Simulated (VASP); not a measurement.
Runs of VASP 6.6.1 on PbS (Galena). The structure is cubic, space group Fm-3m (No. 225). Conventional cell: a = 5.931 Å, b = 5.931 Å, c = 5.931 Å, α = 90.00°, β = 90.00°, γ = 90.00°. Around Pb (site symmetry m-3m) lie 6 S at 2.97 Å. S (site symmetry m-3m) has 6 Pb at 2.97 Å as nearest neighbours. 

```csv
task,level,potentials or basis,spin,cell,k mesh,cutoff (eV),smearing,gap on the mesh (eV),pressure (GPa),relaxed volume (Å³/atom)
band structure,LDA,"VASP PAW LDA potentials, release 64 (Pb_d, S)","SOC, no magnetisation",as given,6 × 6 × 6,520,fermi-dirac 0.05 eV,-,-3.1,-
relaxation of cell and atoms,PBE,"VASP PAW PBE potentials, release 64 (Pb_d, S)",off,relaxed,8 × 8 × 8,600,fermi-dirac 0.05 eV,(b),0.0,27.10
band structure,LDA,"VASP PAW LDA potentials, release 64 (Pb_d, S)",off,as given,8 × 8 × 8,520,fermi-dirac 0.05 eV,0.21,(a),-
relaxation of cell and atoms,PBEsol,"VASP PAW PBE potentials, release 64 (Pb_d, S)",off,relaxed,8 × 8 × 8,600,fermi-dirac 0.05 eV,0.20,0.0,25.71
single point,PBE,"VASP PAW PBE potentials, release 64 (Pb_d, S)",off,as given,8 × 8 × 8,520,gaussian 0.011 eV,0.36,2.1,-
band structure,PBEsol,"VASP PAW PBE potentials, release 64 (Pb_d, S)",off,as given,8 × 8 × 8,520,fermi-dirac 0.05 eV,0.25,-,-
relaxation of cell and atoms,LDA,"VASP PAW LDA potentials, release 64 (Pb_d, S)",off,relaxed,8 × 8 × 8,600,fermi-dirac 0.05 eV,0.04,0.0,24.99
band structure,PBE,"VASP PAW PBE potentials, release 64 (Pb_d, S)",off,as given,8 × 8 × 8,520,fermi-dirac 0.05 eV,0.36,-,-
```

Problem. Estimate the missing entries.

Solution. (a) -2.6; (b) 0.50.

Caveats: spin-orbit coupling is left out, which as a rule narrows the gap of such compounds by several tenths of an eV (some runs); the PAW data sets were made with another functional, which shifts forces and pressure a little (some runs).

A k mesh can miss the band edges, and rows without SOC leave out spin-orbit coupling on Pb.
